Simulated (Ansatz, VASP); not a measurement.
# Two plane-wave programs on H

```
H
1.0
     2.64964    0.00000    0.00000
     0.00000    2.64964    0.00000
     0.00000    0.00000    0.98049
H
1
Direct
  0.00000 0.00000 0.50000
```

Alike in both runs: task relaxation of cell and atoms; functional PBE; k mesh 10 × 10 × 26; occupations fermi-dirac, width 0.05 eV; no spin polarisation.

|  | VASP | Ansatz |
| --- | --- | --- |
| version | VASP 6.6.1 | Ansatz 0.2.0 |
| potentials or method | VASP PAW PBE potentials, release 64 (H_GW) | Ansatz PAW |
| plane-wave cutoff (eV) | 900 | 420 |
| valence electrons in the cell | 1 | 1 |

```csv
,VASP,Ansatz,Ansatz less VASP
"gap on the k mesh at the Fermi level, each at its own relaxed structure (eV)",none,none,-
relaxed volume (Å³/atom),9.92,11.49,+1.566
relaxed cell length with the largest relative difference (Å),3.174,3.413,+0.2391
energy change over the relaxation (meV/atom),-17,-20,-2.7
```

A gap of «none» marks a metal or a gap that the smearing closes. One of these differences is far larger than is usual between the two programs; its cause wasn't traced.

Caveats: the volume moved by over 15 % at a fixed basis, so the end points are rough; the plane-wave basis is chosen anew once the cell has moved, so the energies of steps on either side of that aren't comparable (Ansatz).
